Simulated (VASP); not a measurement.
A run of VASP 6.6.1:

Contents of INCAR:

```
ALGO = Normal
EDIFF = 1E-6
ENCUT = 520
GGA = PE
ISIF = 2
ISMEAR = -1
IVDW = 12
LASPH = True
LCHARG = True
LELF = True
LREAL = Auto
LVHAR = True
LWAVE = False
NBANDS = 47
NELM = 100
PREC = Accurate
SIGMA = 0.05
```

KPOINTS

```
k-points
0
Gamma
  1 1 1
```

Contents of POSCAR:

```
NaH13O7
1.0
    6.6282230000      0.0000000000      0.0000000000
    0.0000000000      6.6282230000      0.0000000000
    0.0000000000      0.0000000000      6.6282230000
O H Na
7 13 1
Direct
    0.3485398726      0.9150114593      0.4569550542
    1.1427497234      0.2180222361      0.1324638595
    0.5454553958      0.1261273195      0.7850973029
    0.4859824421      0.5452441778      0.3532319296
    0.8099606788      0.9057027804      0.1648858223
    0.8764792615      0.8366043206      0.7796810699
    0.7350989851      0.4243822213      0.6359019605
    0.2133301791      0.9030172944      0.5403861638
    0.3906326024      0.7696633019      0.4541488722
    1.0962365026      0.3065829258      0.0363596699
    1.0451519208      0.1085509646      0.1726707143
    0.6298822475      0.2519227250      0.7131474001
    0.4663240811      0.0516126268      0.6802577403
    0.5866579926      0.4807925141      0.4744408871
    0.3725583765      0.4535453922      0.3707781105
    0.8342356617      0.8574696416      0.0242146349
    0.7940137198      0.7834679069      0.2442283550
    0.8258774637      0.7114878301      0.7231199071
    0.7628439779      0.9327990323      0.7548931290
    0.8560212896      0.3648489195      0.5652646267
    0.4638347261      0.0838082847      0.1393133574
```

Potentials or basis: VASP PAW PBE potentials, release 64 (O, H, Na_pv).

Command:

```bash
$ cat potpaw_PBE.64/O/POTCAR potpaw_PBE.64/H/POTCAR potpaw_PBE.64/Na_pv/POTCAR > POTCAR
$ mpirun -np 1 vasp_gam > vasp.out
```

Hardware: 1 thread of AMD EPYC 7R43 64-Core Processor (Zen 3), with other jobs on the host.

Task: How long does it take, and how much memory?

Result: Run time: 39 s on 1 thread of AMD EPYC 7R43 64-Core Processor (Zen 3), on a shared host, peak memory 0.27 GiB. Counts: scf iterations 15, k points 1.
